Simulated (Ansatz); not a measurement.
**MoS2 under changes of volume**

One of the cells (17.864 Å³/atom); the others are scaled copies at fixed shape and fractional positions:

```
Mo S
1.0
     3.16900    0.00000    0.00000
    -1.58450    2.74443    0.00000
     0.00000    0.00000   12.32400
Mo S
2 4
Direct
  0.66667 0.33333 0.75000
  0.33333 0.66667 0.25000
  0.66667 0.33333 0.37700
  0.33333 0.66667 0.87700
  0.66667 0.33333 0.12300
  0.33333 0.66667 0.62300
```

| Quantity | Value |
| --- | --- |
| Program | Ansatz 0.2.0 |
| Functional | PBEsol |
| Potentials or basis | all-electron LAPW, scalar-relativistic |
| Cutoff | 261 eV (chosen from the basis error) |
| Basis error allowed | 0.001 eV/atom |
| k mesh | 10 × 10 × 3 |
| Occupations | fermi-dirac, width 0.05 eV |
| Spin | no spin polarisation |

```csv
volume (Å³/atom),energy over the lowest point (meV/atom),pressure (GPa),gap on the mesh (eV),largest force (eV/Å)
16.792,15.89,7.3,0.81,0.754
17.149,3.94,3.5,0.84,0.370
17.507,0.00,0.1,0.86,0.015
17.864,3.25,-2.9,0.89,0.313
18.221,?,?,?,?
18.578,28.37,-8.1,0.92,0.896
18.936,48.97,-10.3,0.93,1.155
```

Task: What does the run at 18.221 Å³/atom give?

Result: Energy over the lowest point 12.93 meV/atom; pressure -5.7 GPa; gap on the mesh 0.90 eV; largest force 0.616 eV/Å.

Worked out: A Birch-Murnaghan fit of order 3 (a polynomial in V^(-2/3)) to the other rows has its minimum at 17.52 Å³/atom with B0 = V·E''(V) = 157 GPa and B' = 4.5 at fixed shape and positions, which overstates the stiffness. It gives 12.94 meV/atom at 18.221 Å³/atom, against the run's 12.93, and -dE/dV = -5.7 GPa, against -5.7. A parabola through the other rows of the gap, of slope 0.836 eV per unit of ln V there, gives 0.90 eV, against the run's 0.90.

Energies are extrapolated to zero smearing.

Caveats: an odd mesh through Γ misses points on the zone boundary, where band edges often lie; this functional lacks dispersion, which binds the layers, so the pressure and a relaxed spacing across them are unreliable; forces of over 1 eV/Å show positions far from the minimum, so gaps and moduli don't describe the material at rest (some runs). Spin-orbit coupling on Mo is left out.
